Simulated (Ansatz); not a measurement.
The system is N.

```
N
1.0
     5.81510    0.00000    0.00000
     0.00000    5.81510    0.00000
     0.00000    0.00000    5.81510
N
8
Cartesian
  0.2667 2.6409 3.1742
  2.6409 3.1742 0.2667
  3.1742 0.2667 2.6409
  5.5484 5.5484 5.5484
  5.4435 3.2791 2.5360
  3.2791 2.5360 5.4435
  2.5360 5.4435 3.2791
  0.3716 0.3716 0.3716
```

Base run:

- Program: Ansatz 0.2.0
- Functional: RPBE
- Potentials or basis: Ansatz PAW
- Cutoff: 420 eV (not typed: the program's choice for these potentials)
- k mesh: 5 × 5 × 5
- Occupations: gaussian, width 0.1 eV
- Spin: no spin polarisation

Its results: band gap on the k mesh 7.52 eV, indirect (least direct gap 7.54 eV); pressure 0.7 GPa; largest force 0.050 eV/Å.

**Question.** The run is repeated on the same cell with these changes: functional from RPBE to PBE. What comes out?

**Answer.** Band gap on the k mesh 7.47 eV, indirect (least direct gap 7.49 eV); pressure -0.4 GPa; largest force 0.549 eV/Å.

PBE binds more tightly than RPBE, so the same cell stands under less pressure.

Caveats: odd divisions of the mesh miss points on the zone boundary, where band edges often lie, so the gap on the mesh can be too wide; the PAW data sets come from PBE, with cores solved anew for the run's functional, which leaves a small shift of forces and pressure (some runs).

A k mesh can miss the band edges.
